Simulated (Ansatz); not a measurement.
Crystal: TePb.

```
Pb Te
1.0
     0.00000    3.23100    3.23100
     3.23100    0.00000    3.23100
     3.23100    3.23100    0.00000
Pb Te
1 1
Direct
  0.00000 0.00000 0.00000
  0.50000 0.50000 0.50000
```

Base run:

* Program: Ansatz 0.2.0
* Functional: PBE
* Potentials or basis: Ansatz PAW
* Cutoff: 800 eV
* Density cutoff: 3200 eV
* k mesh: 7 × 7 × 7
* Occupations: fermi-dirac, width 0.05 eV
* Spin: no spin polarisation

Its results: pressure 2.1 GPa.

Task: The run is repeated on the same cell with these changes: functional from PBE to LDA; cutoff from 800 eV to 420 eV (not typed: the program's choice for these potentials). What comes out?

Result: Pressure -1.7 GPa.

LDA binds more tightly than PBE, so the same cell stands under less pressure.

Caveats: the PAW data sets come from PBE, with cores solved anew for the run's functional, which leaves a small shift of forces and pressure (some runs).
